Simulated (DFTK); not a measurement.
Crystal: AlN.

```
CELL_PARAMETERS angstrom
0.00000 2.18399 2.18399
2.18399 0.00000 2.18399
2.18399 2.18399 0.00000
ATOMIC_POSITIONS crystal
Al 0.00000 0.00000 0.00000
N 0.25000 0.25000 0.25000
```

Measurements of this composition are mostly on another form, of space group No. 186.

Base run:

- Program: DFTK 0.8.2
- Functional: PBE
- Potentials or basis: dojo.nc.sr.pbe.v0_4_1.standard.upf (PBE)
- Cutoff: 1143 eV
- k mesh: 10 × 10 × 10
- Occupations: fermi-dirac, width 0.05 eV
- Spin: no spin polarisation

Its results: band gap on the k mesh 3.32 eV, indirect (least direct gap 4.19 eV); pressure 4.5 GPa.

The run is repeated on the same cell with these changes: functional from PBE to PBEsol; potentials or basis from dojo.nc.sr.pbe.v0_4_1.standard.upf (PBE) to dojo.nc.sr.pbesol.v0_4_1.standard.upf (PBEsol). What comes out?

Band gap on the k mesh 3.19 eV, indirect (least direct gap 4.12 eV); pressure 1.2 GPa.

A k mesh can miss the band edges.

Not every run made on this cell is shown here.
